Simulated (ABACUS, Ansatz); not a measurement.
This is a calculation of Ti for ABACUS 3.10.1. The given cell was strained at random by a few per cent at fixed volume. This isn't the form of Ti at room conditions, which is hcp.

File INPUT:

```
INPUT_PARAMETERS
suffix              Ti
calculation         scf
basis_type          pw
pseudo_dir          ./
symmetry            1
dft_functional      pbesol
ecutwfc             84
pseudo_rcut         7
nspin               1
nbands              10
ks_solver           dav
smearing_method     fd
smearing_sigma      0.00367493
scf_thr             1e-08
scf_nmax            100
mixing_type         broyden
mixing_beta         0.7
cal_force           1
cal_stress          1
kpar                4
```

File STRU:

```
ATOMIC_SPECIES
Ti 47.8670 Ti.upf

LATTICE_CONSTANT
1.8897261246

LATTICE_VECTORS
0.0217680000 1.9986910000 2.0313150000
2.0064570000 0.0029940000 2.0500890000
2.0395050000 2.0505140000 -0.0300550000

ATOMIC_POSITIONS
Direct

Ti
0.0
1
-0.0156700000 0.0038100000 0.0066290000 1 1 1
```

KPT

```
K_POINTS
0
Gamma
11 11 11 0 0 0
```

Potentials or basis: PseudoDojo NC SR 0.4.1 PBEsol standard, plane waves.

Command:

```bash
$ OMP_NUM_THREADS=1 mpirun -np 4 abacus > log
```

Question: Translate it to Ansatz 0.2.0. Potentials or basis there: Ansatz PAW, cutoff 420 eV.

Answer: As run (cutoffs and basis follow the program's own potentials, and thresholds, step limits or extra output files can differ):

File input.yaml:

```yaml
crystal:
  lattice:
    - [0.021768, 1.998691, 2.031315]
    - [2.006457, 0.002994, 2.050089]
    - [2.039505, 2.050514, -0.030055]
  atoms:
    - { symbol: Ti, position: [-0.01567, 0.00381, 0.006629] }
hamiltonian:
  xc: pbesol
  pseudopotentials: { kind: paw }
kpoints:
  mp_grid: { grid: [11, 11, 11] }
scf:
  occupations: { method: fermi_dirac, width: 0.05 }
output:
  forces: true
  stress: true
  eigenvalues: true
```

Potentials or basis: Ansatz PAW.

Command:

```console
$ ansatz run input.yaml --threads 1 --pin off --max-ram 3584MiB --backend cpu --events-out ev --progress --plain --runs-dir out
```

Both were run:

|  | ABACUS | Ansatz |
| --- | --- | --- |
| Pressure | -0.4 GPa | -0.4 GPa |
| Energy over the undisturbed cell | 5.7 meV/atom | 5.8 meV/atom |

Ansatz's pressure holds a Pulay term of +0.01 GPa for its cutoff of 420 eV, which the other run lacks.

Ansatz's potentials were made for PBE.

Where Ansatz's input types no cutoff or centring, it takes its own default and a Γ-centred mesh.

Pressure is positive in compression.
